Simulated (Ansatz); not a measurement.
# What DFT gives for Fe

```
CELL_PARAMETERS angstrom
0.00000 1.81020 1.81020
1.81020 0.00000 1.81020
1.81020 1.81020 0.00000
ATOMIC_POSITIONS crystal
Fe 0.00000 0.00000 0.00000
```

The numbers come from plane-wave PAW DFT (Ansatz): PBE, no spin polarisation, 420 eV, 16×16×16 Γ-centred k points, fermi-dirac occupations (width 0.1 eV). Nothing was relaxed.

Q: What does the stress say?

A: The pressure is -29.1 GPa (compression positive), so with the atoms held at these fractions the cell would first shrink.

Q: What do density and ELF say about some of the short contacts?

A: Fe–Fe at 2.56 Å: least valence density 0.32 e/Å³ and ELF 0.32 there. These are pseudo-fields; inside the PAW spheres they differ from the all-electron ones.

Q: Metal or insulator?

A: It is a metal, with about 2.2 states/eV a cell as the mean within 0.25 eV of the Fermi level, mostly Fe d (97 %).

Origin: a known structure type with other elements, at an estimated volume, so it need not be a known compound. Caveats: no spin polarisation, so a magnetic state may lie lower; atoms or cell far from equilibrium.
